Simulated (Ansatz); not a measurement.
# Every step of a relaxation of Si (hcp type)

DFT, LDA, PAW with Ansatz's default frozen-core files, scalar-relativistic (Ansatz 0.2.0); a Γ-centred 15×15×8 k mesh, Fermi–Dirac smearing of 0.1 eV, no spin polarisation. The run relaxes shape and atoms at held volume.

Command: `ansatz run input.yaml --threads 1 --pin off --max-ram 2048MiB --backend cpu --events-out ev --progress --plain --runs-dir out` It took 4 s on 1 thread of Arm Neoverse V1 (shared host), peak memory 0.27 GiB.

PAW: frozen-core files, cutoff 420 eV; forces are relaxed below 0.005 eV/Å.

Each step lists its free energy a cell above the last geometry, the pressure, the cell vectors (Å), and Cartesian positions (Å) with forces (eV/Å).

The first step:

```
step 1  dF = 24.99 meV  P = 448.8 GPa
  cell 2.0344 0.0000 0.0000  -1.0172 1.7618 0.0000  0.0000 0.0000 3.4636
  Si 0.0000 1.1746 0.8659   0.0000 0.0000 0.0000
  Si 1.0172 0.5873 2.5977   0.0000 0.0000 0.0000
```

The PAW files were made under PBE. The structure type is held throughout; the real material can change phase at far lower pressure. At this compression frozen-core PAW has no all-electron check here.

The symmetry of the start is kept and no stability test is made, so the end need not be the stable phase.

Question: Where does the relaxation end, and by which steps?

Answer: After 3 geometries, with conventional a, b, c = 2.051, 2.051, 3.409 Å, at 6.207 Å³/atom and 446.2 GPa in space group P6_3/mmc, with a shortest distance of 2.051 Å. The further steps:
```
step 2  dF = 3.11 meV  P = 447.0 GPa
  cell 2.0450 0.0000 0.0000  -1.0225 1.7710 0.0000  0.0000 0.0000 3.4278
  Si 0.0000 1.1807 0.8570   0.0000 0.0000 0.0000
  Si 1.0225 0.5903 2.5709   0.0000 0.0000 0.0000
step 3  dF = 0.00 meV  P = 446.1 GPa
  cell 2.0507 0.0000 0.0000  -1.0253 1.7759 0.0000  0.0000 0.0000 3.4088
  Si 0.0000 1.1840 0.8522   0.0000 0.0000 0.0000
  Si 1.0253 0.5920 2.5566   0.0000 0.0000 0.0000
step 4  dF = -0.09 meV  P = 446.2 GPa  (same geometry on a basis chosen anew; earlier energies don't compare to the last digit)
  cell 2.0507 0.0000 0.0000  -1.0253 1.7759 0.0000  0.0000 0.0000 3.4088
  Si 0.0000 1.1840 0.8522   0.0000 0.0000 0.0000
  Si 1.0253 0.5920 2.5566   0.0000 0.0000 0.0000
```
